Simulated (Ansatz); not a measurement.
# Cr (dhcp): energy against volume

The calculation used Ansatz, DFT, revPBE, plane waves (420 eV) with PAW, scalar-relativistic. (PAW data from PBE, frozen cores regenerated.)

The cell is scaled uniformly from the relaxed one, with fractional coordinates and shape fixed. Energies are extrapolated to zero smearing, pressures are those at the given smearing. Magnetic state: non-magnetic.

A Birch-Murnaghan fit gives V₀ = 12.08 Å³/atom, B₀ = 227 GPa, B₀′ = 4.1.

Task: What are the energy above the minimum and the pressure at 11.600 Å³/atom?

Result: 14.5 meV/atom and 10.13 GPa as computed.

Task: What are the energy above the minimum and the pressure at 13.050 Å³/atom?

Result: 48.4 meV/atom and -14.84 GPa as computed.

Task: What are the energy above the minimum and the pressure at 13.533 Å³/atom?

Result: 101.9 meV/atom and -20.22 GPa as computed.
